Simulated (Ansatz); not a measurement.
# P: course of a relaxation

Computed with Ansatz 0.2.0, DFT PBE, scalar-relativistic, plane waves, PAW. (420 eV cutoff, 8×1×6 k-mesh, Gaussian smearing of 0.02 eV, no spin polarisation)

What was changed: uniaxial strain along c, with a, b and atoms relaxed: +4.5 %.

Command:

```bash
ansatz run input.yaml --threads 1 --pin off --max-ram 2560MiB --backend cpu --events-out ev --progress --plain --runs-dir out
```

Input:

```yaml
crystal:
  lattice:
    - [3.2659594629, 0.0, 0.0]
    - [0.0, 34.4707571209, 0.0]
    - [0.0, 0.0, 4.8435430296]
  atoms:
    - { symbol: P, position: [0.0, 0.9698541277, 0.5934228171] }
    - { symbol: P, position: [0.0, 0.0301458723, 0.4065771829] }
    - { symbol: P, position: [0.5, 0.0301458723, 0.0934228171] }
    - { symbol: P, position: [0.5, 0.9698541277, 0.9065771829] }
basis:
  ecutwfc: 420
kpoints:
  mp_grid: { grid: [8, 1, 6] }
hamiltonian:
  xc: pbe
scf:
  occupations: { method: gaussian, width: 0.02 }
output:
  forces: true
  stress: true
  eigenvalues: true
relax:
  adjacent_minimum: "off"
  f_tol: 0.008
  max_steps: 40
  cell: { stress_tol: 0.015, fix: [c, angles] }
```

F is the free energy. Steps run on the plane waves of an earlier cell, but the last one, and at times one on the way, on a freshly chosen basis, so a repeated geometry can differ a little in energy. The held parts of the cell keep their stress, so P needn't end at zero.

Steps:

```tsv
step	F − F(1) (eV)	largest force component (eV/Å)	V (Å³/atom)	P (GPa)
1	0.0000	0.196	136.322	-0.09
2	-0.0042	0.022	137.411	-0.11
3	-0.0046	0.019	137.111	-0.10
4	-0.0047	0.000	137.005	-0.09
5	-0.0048	0.000	137.005	-0.09
```

Relaxed structure:

```yaml
crystal:
  lattice:
    - [3.28242, 0.00000, 0.00000]
    - [0.00000, 34.46991, 0.00000]
    - [0.00000, 0.00000, 4.84354]
  atoms:
    - { symbol: P, position: [0.00000, 0.96989, 0.59550] }
    - { symbol: P, position: [0.00000, 0.03011, 0.40450] }
    - { symbol: P, position: [0.50000, 0.03011, 0.09550] }
    - { symbol: P, position: [0.50000, 0.96989, 0.90450] }
```

It takes space group Pmna (No. 53, orthorhombic). Conventional cell: a = 3.282 Å, b = 34.470 Å, c = 4.844 Å, α = 90.00°, β = 90.00°, γ = 90.00°. Around P (site symmetry m) lie 3 P at 2.22 to 2.27 Å.

The run converged. It took 41 s on 1 thread of Intel(R) Xeon(R) Platinum 8488C (Sapphire Rapids), on a shared host, peak memory 0.68 GiB.